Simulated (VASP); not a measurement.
# SiC (Fm-3m) in VASP: further runs

The runs below take SiC through relaxation of the atoms, with LDA.

Everything below comes from runs of VASP 6.6.1. Logs are shortened: lines on timing, memory, paths and dates and some standing lists are left out, and cuts for length are marked.

## 1. The undisturbed crystal

The structure is cubic, space group Fm-3m (No. 225). The conventional cell has a = 4.239 Å, b = 4.239 Å, c = 4.239 Å, α = 90.00°, β = 90.00°, γ = 90.00°. Si (site symmetry m-3m) is surrounded by 6 C at 2.12 Å. Around C (site symmetry m-3m) lie 6 Si at 2.12 Å.

The cell was built by a generator and needn't be a form met in nature.

## 2. Relaxation of the atoms, LDA (a relaxed cell with its volume scaled by 0.96)

INCAR

```
PREC = Accurate
ENCUT = 600
EDIFF = 1E-7
ISMEAR = 0
SIGMA = 0.03
LREAL = False
LASPH = True
NELM = 80
ALGO = Normal
ISIF = 2
LWAVE = False
LCHARG = False
IBRION = 2
NSW = 40
EDIFFG = -0.01
```

KPOINTS

```
regular mesh
0
Gamma
  12 12 12
```

POSCAR

```
SiC                                     
1.0
    0.0000000000      1.9794927303      1.9794927303
    1.9794927303     -0.0000000000      1.9794927303
    1.9794927303      1.9794927303      0.0000000000
  Si              C             
     1     1
Direct
     0.0000000000000000    0.0000000000000000    0.0000000000000000
     0.5000000000000000    0.5000000000000000    0.5000000000000000
```

Potentials or basis: VASP PAW LDA potentials, release 64 (Si, C).

On the command line:

```bash
$ cat potpaw_LDA.64/Si/POTCAR potpaw_LDA.64/C/POTCAR > POTCAR
$ mpirun -np 1 vasp_std > vasp.out
```

OUTCAR:

```text
PREC = Accurate
   ENCUT = 600
   EDIFF = 1E-7
   ISMEAR = 0
   LREAL = False
   LASPH = True
   NELM = 80
   ISIF = 2
   IBRION = 2
   NSW = 40
   EDIFFG = -0.01

 ion  position               nearest neighbor table
   1  0.000  0.000  0.000-   2 1.98   2 1.98   2 1.98   2 1.98   2 1.98   2 1.98
   2  0.500  0.500  0.500-   1 1.98   1 1.98   1 1.98   1 1.98   1 1.98   1 1.98

  LATTYP: Found a face centered cubic cell.
 ALAT       =     3.9589854606

  Lattice vectors:

 A1 = (   0.0000000000,   1.9794927303,   1.9794927303)
 A2 = (   1.9794927303,   0.0000000000,   1.9794927303)
 A3 = (   1.9794927303,   1.9794927303,   0.0000000000)

Analysis of symmetry for initial positions (statically):
=====================================================================
 Subroutine PRICEL returns:
 Original cell was already a primitive cell.

 Routine SETGRP: Setting up the symmetry group for a
 face centered cubic supercell.

 Subroutine GETGRP returns: Found 48 space group operations
 (whereof 48 operations were pure point group operations)
 out of a pool of 48 trial point group operations.

The static configuration has the point symmetry O_h .

Analysis of symmetry for dynamics (positions and initial velocities):
=====================================================================
 Subroutine PRICEL returns:
 Original cell was already a primitive cell.

 Routine SETGRP: Setting up the symmetry group for a
 face centered cubic supercell.

 Subroutine GETGRP returns: Found 48 space group operations
 (whereof 48 operations were pure point group operations)
 out of a pool of 48 trial point group operations.

The dynamic configuration has the point symmetry O_h .

 Subroutine INISYM returns: Found 48 space group operations
 (whereof 48 operations are pure point group operations),
 and found     1 'primitive' translations

----------------------------------------------------------------------------------------

                                     Primitive cell

  volume of cell :      15.5129

  direct lattice vectors                    reciprocal lattice vectors
     0.000000000  1.979492730  1.979492730    -0.252589965  0.252589965  0.252589965
     1.979492730  0.000000000  1.979492730     0.252589965 -0.252589965  0.252589965
     1.979492730  1.979492730  0.000000000     0.252589965  0.252589965 -0.252589965

  length of vectors
     2.799425466  2.799425466  2.799425466     0.437498653  0.437498653  0.437498653

  position of ions in fractional coordinates (direct lattice)
     0.000000000  0.000000000  0.000000000
     0.500000000  0.500000000  0.500000000

  ion indices of the primitive-cell ions
   primitive index   ion index
                 1           1
                 2           2

----------------------------------------------------------------------------------------

 KPOINTS: regular mesh

Automatic generation of k-mesh.
 Grid dimensions read from file:
 generate k-points for:   12   12   12

 Generating k-lattice:

  Cartesian coordinates                     Fractional coordinates (reciprocal lattice)
    -0.021049164  0.021049164  0.021049164     0.083333333  0.000000000  0.000000000
     0.021049164 -0.021049164  0.021049164     0.000000000  0.083333333  0.000000000
     0.021049164  0.021049164 -0.021049164     0.000000000  0.000000000  0.083333333

  Length of vectors
     0.036458221  0.036458221  0.036458221

  Shift w.r.t. Gamma in fractional coordinates (k-lattice)
     0.000000000  0.000000000  0.000000000

 Subroutine IBZKPT returns following result:
 ===========================================

 Found     72 irreducible k-points:

 Following reciprocal coordinates:
            Coordinates               Weight
  0.000000  0.000000  0.000000      1.000000
  0.083333  0.000000  0.000000      8.000000
  0.166667  0.000000  0.000000      8.000000
  0.250000  0.000000  0.000000      8.000000
  0.333333  0.000000  0.000000      8.000000
  0.416667  0.000000  0.000000      8.000000
[... 16 lines left out ...]
  0.500000  0.166667  0.000000     24.000000
 -0.416667  0.166667  0.000000     24.000000
 [... further k-points ...]
   k-points           NKPTS =     72   k-points in BZ     NKDIM =     72   number of bands    NBANDS=      8
   number of dos      NEDOS =    301   number of ions     NIONS =      2
   total plane-waves  NPLWV =  13824
   dimension x,y,z NGX =    24 NGY =   24 NGZ =   24
   dimension x,y,z NGXF=    48 NGYF=   48 NGZF=   48
   ions per type =               1   1
   NGX,Y,Z   is equivalent  to a cutoff of  14.25, 14.25, 14.25 a.u.
   NGXF,Y,Z  is equivalent  to a cutoff of  28.51, 28.51, 28.51 a.u.
 SYSTEM =  unknown system
   PREC   = accura    normal or accurate (medium, high low for compatibility)
   ISTART =      0    job   : 0-new  1-cont  2-samecut
   ICHARG =      2    charge: 1-file 2-atom 10-const
   ISPIN  =      1    spin polarized calculation?
   LNONCOLLINEAR =      F non collinear calculations
   LSORBIT =      F    spin-orbit coupling
   LASPH  =      T    aspherical Exc in radial PAW
   ENCUT  =  600.0 eV  44.10 Ry    6.64 a.u.   5.59  5.59  5.59*2*pi/ulx,y,z
   NELM   =     80;   NELMIN=  2; NELMDL= -5     # of ELM steps
   EDIFF  = 0.1E-06   stopping-criterion for ELM
   LREAL  =      F    real-space projection
   EDIFFG = -.1E-01   stopping-criterion for IOM
   NSW    =     40    number of steps for IOM
   IBRION =      2    ionic relax: 0-MD 1-quasi-New 2-CG
   NFREE  =      1    steps in history (QN), initial steepest desc. (CG)
   ISIF   =      2    stress and relaxation
   ISYM   =      2    0-nonsym 1-usesym 2-fastsym
   POTIM  = 0.5000    time-step for ionic-motion
   TEBEG  =    0.0;   TEEND  =   0.0 temperature during run
   PSTRESS=    0.0 pullay stress
   NELECT =       8.0000    total number of electrons
   NUPDOWN=      -1.0000    fix difference up-down
   EMIN   =  10.00;   EMAX   =-10.00  energy-range for DOS
   EFERMI =   0.00;   METHOD = LEGACY
   ISMEAR =     0;   SIGMA  =   0.03  broadening in eV -4-tet -1-fermi 0-gaus
   EFERMI_NEDOS =   21; number of points for ismear=-14 and -15
   IALGO  =     38    algorithm
   IMIX   =      4    mixing-type and parameters
     AMIX     =   0.40;   BMIX     =  1.00
     AMIX_MAG =   1.60;   BMIX_MAG =  1.00
  volume/ion in A,a.u.               =       7.76        52.34
  Fermi-wavevector in a.u.,A,eV,Ry     =   1.312827  2.480884 23.449851  1.723515
  Thomas-Fermi vector in A             =   2.443193
   LORBIT       =      0    0 simple, 1 ext, 2 COOP (PROOUT), +10 PAW based schemes
   GGA     = CA    functional components
   LHFCALC =     F    Hartree Fock is set to
   AEXX    =    0.0000 exact exchange contribution
   IVDW    =     0    specifies the selected vdW correction
   LEPSILON=     F    determine dielectric tensor
   LRPA    =     F    only Hartree local field effects (RPA)
 conjugate gradient relaxation of ions
 non-spin polarized calculation
 Gauss-broadening in eV      SIGMA  =   0.03
  energy-cutoff  :      600.00
  volume of cell :       15.51
 maximum number of plane-waves:       533
 NGX is ok and might be reduce to    24
   NGX = 11   NGY = 11   NGZ = 11

 number of electron       8.0000000 magnetization

 Free energy of the ion-electron system (eV)
  ---------------------------------------------------
  ext. energy  EPLUGINS =         0.00000000
  ---------------------------------------------------
  free energy    TOTEN  =       -15.28355071 eV

  energy without entropy =      -15.28345138  energy(sigma->0) =      -15.28350105

 E-fermi :  13.5093     XC(G=0): -13.1126

 val. band max:       13.4679863242   @ k =   0.0000   0.0000   0.0000
 cond. band min:      13.5231927235   @ k =  -0.0833   0.0833   0.0000
 fundamental gap:      0.0552063993
 Fermi energy:        13.5093084849

 k-point     1 :       0.0000    0.0000    0.0000
  band No.  band energies     occupation
      1      -5.6824      2.00000
      2      13.4680      1.94858
      3      13.4680      1.94858
      4      13.4680      1.94858
      5      22.2863      0.00000
      6      22.4087      0.00000
      7      22.4087      0.00000
      8      22.4087      0.00000

 k-point     2 :       0.0833    0.0000    0.0000
  band No.  band energies     occupation
      1      -5.5060      2.00000
      2      12.5352      2.00000
      3      13.3477      2.00000
      4      13.3477      2.00000
      5      21.9085      0.00000
      6      22.7107      0.00000
      7      22.7107      0.00000
      8      22.8523      0.00000

 k-point     3 :       0.1667    0.0000    0.0000
  band No.  band energies     occupation
      1      -4.9786      2.00000
      2      10.3734      2.00000
      3      13.0585      2.00000
      4      13.0585      2.00000
      5      21.1268      0.00000
      6      22.4372      0.00000
      7      22.4372      0.00000
      8      24.0161      0.00000

 k-point     4 :       0.2500    0.0000    0.0000
  band No.  band energies     occupation
      1      -4.1067      2.00000
      2       7.8113      2.00000
      3      12.7341      2.00000
      4      12.7341      2.00000
      5      20.5178      0.00000
      6      21.0487      0.00000
      7      21.0487      0.00000
      8      24.7845      0.00000

 k-point     5 :       0.3333    0.0000    0.0000
  band No.  band energies     occupation
      1      -2.9049      2.00000
      2       5.2579      2.00000
      3      12.4698      2.00000
      4      12.4698      2.00000
      5      19.9104      0.00000
      6      19.9104      0.00000
      7      20.1390      0.00000
      8      24.3411      0.00000

 k-point     6 :       0.4167    0.0000    0.0000
  band No.  band energies     occupation
      1      -1.4191      2.00000
      2       2.9192      2.00000
      3      12.3064      2.00000
      4      12.3064      2.00000
      5      19.1966      0.00000
      6      19.1966      0.00000
      7      19.9496      0.00000
      8      23.8727      0.00000

 k-point     7 :       0.5000    0.0000    0.0000
  band No.  band energies     occupation
      1      -0.1888      2.00000
      2       1.3991      2.00000
      3      12.2522      2.00000
      4      12.2522      2.00000
      5      18.9539      0.00000
      6      18.9539      0.00000
      7      19.8952      0.00000
      8      23.6957      0.00000
[... 133 lines left out ...]
 k-point    20 :       0.2500    0.1667    0.0000
  band No.  band energies     occupation
      1      -4.1064      2.00000
      2       9.7508      2.00000
      3      11.2466      2.00000
      4      11.7783      2.00000
      5      18.0362      0.00000
      6      19.2983      0.00000
      7      24.2636      0.00000
      8      24.8101      0.00000

 k-point    21 :       0.3333    0.1667    0.0000
  band No.  band energies     occupation
      1      -3.1300      2.00000
      2       7.3637      2.00000
      3      10.9232      2.00000
      4      11.2162      2.00000
      5      17.1332      0.00000
      6      20.1985      0.00000
      7      23.5431      0.00000
      8      24.1967      0.00000

 k-point    22 :       0.4167    0.1667    0.0000
  band No.  band energies     occupation
      1      -1.8382      2.00000
      2       4.9664      2.00000
      3      10.4590      2.00000
      4      10.8448      2.00000
      5      16.7277      0.00000
      6      21.3837      0.00000
      7      22.2873      0.00000
      8      24.6199      0.00000

 k-point    23 :       0.5000    0.1667    0.0000
  band No.  band energies     occupation
      1      -0.3247      2.00000
      2       2.8223      2.00000
      3       9.7620      2.00000
      4      11.0193      2.00000
      5      16.7743      0.00000
      6      21.2890      0.00000
      7      21.9909      0.00000
      8      25.9809      0.00000

 k-point    24 :      -0.4167    0.1667    0.0000
  band No.  band energies     occupation
      1       0.1272      2.00000
      2       2.2822      2.00000
      3       9.2524      2.00000
      4      11.4302      2.00000
      5      17.2255      0.00000
      6      20.5995      0.00000
      7      22.1373      0.00000
      8      26.9368      0.00000

 [... further k-points ...]
[... 5 lines left out ...]
  --------------------------------------------------------------------------------------
  -------------------------------------------------------------------------------------
  Total        1.0335342      1.0335342      1.0335342     -0.0000000     -0.0000000     -0.0000000
  in kB      106.7440527    106.7440527    106.7440527     -0.0000000     -0.0000000     -0.0000000
  external PRESSURE =     106.7440527 kB  Pullay stress =       0.0000000 kB

 VOLUME and BASIS-vectors are now :
 -----------------------------------------------------------------------------
  energy-cutoff  :      600.00
  volume of cell :       15.51
      direct lattice vectors                 reciprocal lattice vectors
     0.000000000  1.979492730  1.979492730    -0.252589965  0.252589965  0.252589965
     1.979492730  0.000000000  1.979492730     0.252589965 -0.252589965  0.252589965
     1.979492730  1.979492730  0.000000000     0.252589965  0.252589965 -0.252589965

 POSITION                                       TOTAL-FORCE (eV/Angst)
 -----------------------------------------------------------------------------------
      0.00000      0.00000      0.00000        -0.000000     -0.000000     -0.000000
      1.97949      1.97949      1.97949         0.000000      0.000000      0.000000
 -----------------------------------------------------------------------------------
    total drift:                               -0.000000     -0.000000      0.000000

  FREE ENERGIE OF THE ION-ELECTRON SYSTEM (eV)
  ---------------------------------------------------
  free  energy   TOTEN  =       -15.2835507146 eV

  energy  without entropy=      -15.2834513846  energy(sigma->0) =      -15.28350105

 reached required accuracy - stopping structural energy minimisation
```

Run time: 3.6 s. Hardware: 1 thread of Intel Xeon 6975P-C (Granite Rapids), shared host; peak memory 0.12 GiB.

What came out:

* Free energy: -15.2836 eV
* Pressure after relaxing: 10.7 GPa
* Band gap on the k mesh: none (metal or under the smearing width)

Final structure:
```
Si C
1.0
     0.00000    1.97949    1.97949
     1.97949    0.00000    1.97949
     1.97949    1.97949    0.00000
Si C
1 1
Direct
  0.00000 0.00000 0.00000
  0.50000 0.50000 0.50000
```

Levels at points of the mesh, in eV from the Fermi level:
```tsv
k point	band 1	band 2	band 3	band 4	band 5	band 6	band 7	band 8
(0.00, 0.00, 0.00)	-19.19	-0.04	-0.04	-0.04	8.78	8.90	8.90	8.90
(0.50, 0.00, 0.00)	-13.70	-12.11	-1.26	-1.26	5.44	5.44	6.39	10.19
(0.50, 0.50, 0.00)	-11.73	-10.45	-4.61	-4.61	-0.53	2.17	15.57	15.77
```

Caveat: the relaxation stopped at its first step, so nothing moved.

## 3. Relaxation of the atoms, LDA (a relaxed cell with its volume scaled by 0.98)

INCAR is that of step 2.

KPOINTS is that of step 2.

POSCAR

```
SiC                                     
1.0
    0.0000000000      1.9931448357      1.9931448357
    1.9931448357     -0.0000000000      1.9931448357
    1.9931448357      1.9931448357      0.0000000000
  Si              C             
     1     1
Direct
     0.0000000000000000    0.0000000000000000    0.0000000000000000
     0.5000000000000000    0.5000000000000000    0.5000000000000000
```

Potentials or basis: VASP PAW LDA potentials, release 64 (Si, C).

On the command line:

```bash
$ cat potpaw_LDA.64/Si/POTCAR potpaw_LDA.64/C/POTCAR > POTCAR
$ mpirun -np 1 vasp_std > vasp.out
```

Run time: 3.3 s. Hardware: 1 thread of Intel Xeon 6975P-C (Granite Rapids), shared host; peak memory 0.12 GiB.

Results (log left out):

| Quantity | Value |
| --- | --- |
| Free energy | -15.2992 eV |
| Pressure after relaxing | 4.5 GPa |
| Band gap on the k mesh | none (metal or under the smearing width) |

Final structure:
```cif
data_structure
_symmetry_space_group_name_H-M 'P 1'
_symmetry_Int_Tables_number 1
_cell_length_a 2.8187
_cell_length_b 2.8187
_cell_length_c 2.8187
_cell_angle_alpha 60.000
_cell_angle_beta 60.000
_cell_angle_gamma 60.000
_cell_volume 15.84
loop_
_atom_site_label
_atom_site_type_symbol
_atom_site_fract_x
_atom_site_fract_y
_atom_site_fract_z
_atom_site_occupancy
Si1 Si 0.00000 0.00000 0.00000 1
C1 C 0.50000 0.50000 0.50000 1
```

Levels at points of the mesh, in eV from the Fermi level:
| k point | band 1 | band 2 | band 3 | band 4 | band 5 | band 6 | band 7 | band 8 |
| --- | --- | --- | --- | --- | --- | --- | --- | --- |
| (0.00, 0.00, 0.00) | -18.89 | 0.01 | 0.01 | 0.01 | 8.44 | 8.95 | 8.95 | 8.95 |
| (0.50, 0.00, 0.00) | -13.48 | -11.89 | -1.15 | -1.15 | 5.40 | 5.40 | 6.30 | 10.00 |
| (0.50, 0.50, 0.00) | -11.57 | -10.20 | -4.47 | -4.47 | -0.62 | 2.32 | 15.32 | 15.32 |

Caveat: the relaxation stopped at its first step, so nothing moved.
